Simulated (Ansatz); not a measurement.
# AlN: the cost of one run

Method: DFT PBE, scalar-relativistic, plane waves, PAW, in Ansatz 0.2.0.

The COD entry's cell or inner coordinates are ideal or old and differ from later refinements, so a difference from it is no clean test against experiment.

1 further run of the same task is left out (set aside as unsound or not needed).

## 1. The system as given

Symmetry: P6_3mc, No. 186, hexagonal system. The conventional cell has a = 3.130 Å, b = 3.130 Å, c = 5.018 Å, α = 90.00°, β = 90.00°, γ = 120.00°. Al (site symmetry 3m) is surrounded by 4 N at 1.90 to 1.91 Å. N (site symmetry 3m) is surrounded by 4 Al at 1.90 to 1.91 Å.

As a file:

```cif
data_structure
_symmetry_space_group_name_H-M 'P6_3mc'
_symmetry_Int_Tables_number 186
_cell_length_a 3.1302
_cell_length_b 3.1302
_cell_length_c 5.0180
_cell_angle_alpha 90.000
_cell_angle_beta 90.000
_cell_angle_gamma 120.000
_cell_volume 42.58
loop_
_atom_site_label
_atom_site_type_symbol
_atom_site_symmetry_multiplicity
_atom_site_Wyckoff_symbol
_atom_site_fract_x
_atom_site_fract_y
_atom_site_fract_z
_atom_site_occupancy
Al1 Al 2 b 0.33333 0.66667 0.99923 1
N1 N 2 b 0.33333 0.66667 0.38077 1
```

This cell was relaxed beforehand with the same method: volume 10.65 Å³/atom, gap on the mesh 4.03 eV.

## 2. A stricter relaxation

Response runs need a geometry at rest under their own mesh and occupations; hence this stricter relaxation.

Contents of input.yaml:

```yaml
crystal:
  lattice:
    - [3.1302469247, 0.0, 0.0]
    - [-1.5651234623, 2.7108733569, 0.0]
    - [0.0, 0.0, 5.0179926667]
  atoms:
    - { symbol: Al, position: [0.3333333333, 0.6666666667, -0.000770795] }
    - { symbol: Al, position: [0.6666666667, 0.3333333333, 0.499229205] }
    - { symbol: "N", position: [0.3333333333, 0.6666666667, 0.380770795] }
    - { symbol: "N", position: [0.6666666667, 0.3333333333, 0.880770795] }
basis:
  ecutwfc: 420
kpoints:
  mp_grid: { grid: [12, 12, 6] }
hamiltonian:
  xc: pbe
scf:
  occupations: { method: fixed }
output:
  forces: true
  stress: true
  eigenvalues: true
relax:
  adjacent_minimum: "off"
  f_tol: 0.001
  max_steps: 60
  cell: { stress_tol: 0.01 }
```

Launch:

```
$ ansatz run input.yaml --threads 1 --pin off --max-ram 3072MiB --backend cpu --events-out ev --progress --plain --runs-dir out
```

What time and memory should one allow on 1 thread of Arm Neoverse V2, shared host?

About 7.8 s, with a peak of 0.33 GiB.
